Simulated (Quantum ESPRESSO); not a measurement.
The system is BeS.

```xyz
2
Lattice="0.0000 2.4250 2.4250 2.4250 0.0000 2.4250 2.4250 2.4250 0.0000" Properties=species:S:1:pos:R:3 pbc="T T T"
S     3.6375    3.6375    3.6375
Be    0.0000    0.0000    0.0000
```

Base run:

| Property | Result |
| --- | --- |
| Program | Quantum ESPRESSO 7.5 |
| Functional | WC |
| Potentials or basis | GBRV 1.5 PBE |
| Cutoff | 612 eV |
| Density cutoff | 4898 eV |
| k mesh | 6 × 6 × 6, shifted |
| Occupations | fermi-dirac, width 0.05 eV |
| Spin | no spin polarisation |

Its results: pressure -0.1 GPa; electronic dielectric tensor (diagonal) 5.37.

After a change of settings the same cell gave: pressure 5.0 GPa; electronic dielectric tensor (diagonal) 5.11. Which change was it?
A. functional from WC to AM05
B. functional from WC to PBEsol; potentials or basis from GBRV 1.5 PBE to GBRV 1.5 PBEsol
C. functional from WC to BLYP
D. functional from WC to LDA; potentials or basis from GBRV 1.5 PBE to GBRV 1.5 LDA

C.

BLYP binds less tightly than WC, so the same cell stands under more pressure.

Caveats: the potentials were made for another functional, which shifts forces and pressure; the cell is more than 3 GPa from zero pressure, which shifts response properties (some runs).

Runs at the PBE level aren't shown here.
